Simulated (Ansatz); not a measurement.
# O: how the settings move a single-point run

Aim: see which settings change the result for O, by how much, and at what cost.

Method: reference: DFT, PBE, PAW with Ansatz's default frozen-core files, scalar-relativistic, in Ansatz 0.2.0.

4 further runs of the same task are left out: 4 that didn't finish.

## 1. Starting point

Symmetry: R-3m, No. 166, trigonal system. The conventional cell has a = 2.847 Å, b = 2.847 Å, c = 10.225 Å, α = 90.00°, β = 90.00°, γ = 120.00°. O (site symmetry 3m) is surrounded by 1 O at 1.18 Å.

As a file:

```cif
data_structure
_symmetry_space_group_name_H-M 'R-3m:H'
_symmetry_Int_Tables_number 166
_cell_length_a 2.8467
_cell_length_b 2.8467
_cell_length_c 10.2249
_cell_angle_alpha 90.000
_cell_angle_beta 90.000
_cell_angle_gamma 120.000
_cell_volume 71.76
loop_
_atom_site_label
_atom_site_type_symbol
_atom_site_symmetry_multiplicity
_atom_site_Wyckoff_symbol
_atom_site_fract_x
_atom_site_fract_y
_atom_site_fract_z
_atom_site_occupancy
O1 O 6 c 0.00000 0.00000 0.05770 1
```

## 2. Reference

File input.yaml:

```yaml
crystal:
  lattice:
    - [1.4233490221, 0.821770941, 3.4083]
    - [-1.4233490221, 0.821770941, 3.4083]
    - [0.0, -1.6435418821, 3.4083]
  atoms:
    - { symbol: O, position: [0.0577, 0.0577, 0.0577] }
    - { symbol: O, position: [0.9423, 0.9423, 0.9423] }
kpoints:
  mp_grid: { grid: [5, 5, 5] }
scf:
  occupations: { method: fermi_dirac, width: 0.02 }
hamiltonian:
  xc: pbe
  pseudopotentials: { kind: paw }
output:
  forces: true
  stress: true
  eigenvalues: true
  efg: { contact_densities: true }
  write_density: true
  write_potential: true
  elf: true
  volumetric_format: npy
```

On the command line:

```console
$ ansatz run input.yaml --threads 1 --pin off --max-ram 2048MiB --backend cpu --events-out ev --progress --plain --runs-dir out
```

## 3. Changed: scf.algorithm density_mixing

input.yaml, as its differences from that of step 2:

```diff
@@ -12,2 +12,3 @@
   occupations: { method: fermi_dirac, width: 0.02 }
+  algorithm: density_mixing
 hamiltonian:
@@ -20,5 +21 @@
   efg: { contact_densities: true }
-  write_density: true
-  write_potential: true
-  elf: true
-  volumetric_format: npy
```

Before running it: what results should come out? Wanted: for each run, ending; energy change; pressure; gap; force.

The runs gave:

| run | ending | energy change | pressure (GPa) | gap (eV) | force (eV/Å) | cycles | time |
| --- | --- | --- | --- | --- | --- | --- | --- |
| reference | converged | 0 | 5.5 | 0.00 | 2.63 | 6 | 2 s |
| 1: scf.algorithm density_mixing | converged | 0.0 meV/atom | 5.5 | 0.00 | 2.63 | 6 | 1.1 s |

Times don't compare one to one where runs were asked for different outputs or read a saved state (see the inputs); cycles may leave out searches for a lower state.

Residual by cycle in the longest SCF loop of each run; runs are numbered as in the table. The quantity is the density residual dr2, in eV.

| cycle | reference | run 1 |
| --- | --- | --- |
| 1 | 0.007 | 0.007 |
| 2 | 4.7e-4 | 4.7e-4 |
| 3 | 8.2e-5 | 8.2e-5 |
| 4 | 3.9e-6 | 3.9e-6 |
| 5 | 2.2e-7 | 2.2e-7 |
| 6 | 6.0e-9 | 6.0e-9 |

What this shows: Energy and cycle count are those of the reference, so the change (solver) left the result and the number of cycles as they were. Semilocal functionals close small gaps, so the missing gap need not be the real solid's.
